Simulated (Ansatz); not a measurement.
# SnS: the cost of one run

Computed with Ansatz 0.2.0 (DFT PBE, scalar-relativistic, plane waves, PAW, unless a step's input says otherwise).

**1. The system as given**

It takes space group Pnma (No. 62, orthorhombic). The conventional cell has a = 11.320 Å, b = 4.050 Å, c = 4.242 Å, α = 90.00°, β = 90.00°, γ = 90.00°. Sn (site symmetry m) is surrounded by 3 S at 2.61 to 2.72 Å. S (site symmetry m) has 3 Sn at 2.61 to 2.72 Å as nearest neighbours.

Coordinates:

```
CELL_PARAMETERS angstrom
11.32000 0.00000 0.00000
0.00000 4.05000 0.00000
0.00000 0.00000 4.24200
ATOMIC_POSITIONS crystal
Sn 0.62200 0.25000 0.59810
Sn 0.87800 0.75000 0.09810
Sn 0.12200 0.25000 0.90190
Sn 0.37800 0.75000 0.40190
S 0.35070 0.25000 0.97900
S 0.14930 0.75000 0.47900
S 0.85070 0.25000 0.52100
S 0.64930 0.75000 0.02100
```

The start is a polymorph listed in a database, not an invented cell.

**2. A first look at the guess**

Contents of input.yaml:

```yaml
crystal:
  lattice:
    - [11.31999969, 0.0, 0.0]
    - [0.0, 4.05000019, 0.0]
    - [0.0, 0.0, 4.2420001]
  atoms:
    - { symbol: Sn, position: [0.62200001, 0.25, 0.5981] }
    - { symbol: Sn, position: [0.87799999, 0.75, 0.0981] }
    - { symbol: Sn, position: [0.12200001, 0.25, 0.9019] }
    - { symbol: Sn, position: [0.37799999, 0.75, 0.4019] }
    - { symbol: S, position: [0.35070002, 0.25, 0.97900001] }
    - { symbol: S, position: [0.14929998, 0.75, 0.47900001] }
    - { symbol: S, position: [0.85070002, 0.25, 0.52099999] }
    - { symbol: S, position: [0.64929998, 0.75, 0.02099999] }
basis:
  ecutwfc: 420
kpoints:
  mp_grid: { grid: [2, 4, 4] }
hamiltonian:
  xc: pbe
scf:
  occupations: { method: gaussian, width: 0.1 }
  lower_state_search: "off"
output:
  forces: true
  stress: true
  eigenvalues: true
```

The run is started by

```console
ansatz run input.yaml --threads 1 --pin off --max-ram 2560MiB --backend cpu --events-out ev --progress --plain --runs-dir out
```

Q: Estimate wall time and peak memory on 1 thread of Arm Neoverse V1, shared host.

About 12 s, with a peak of 0.46 GiB.
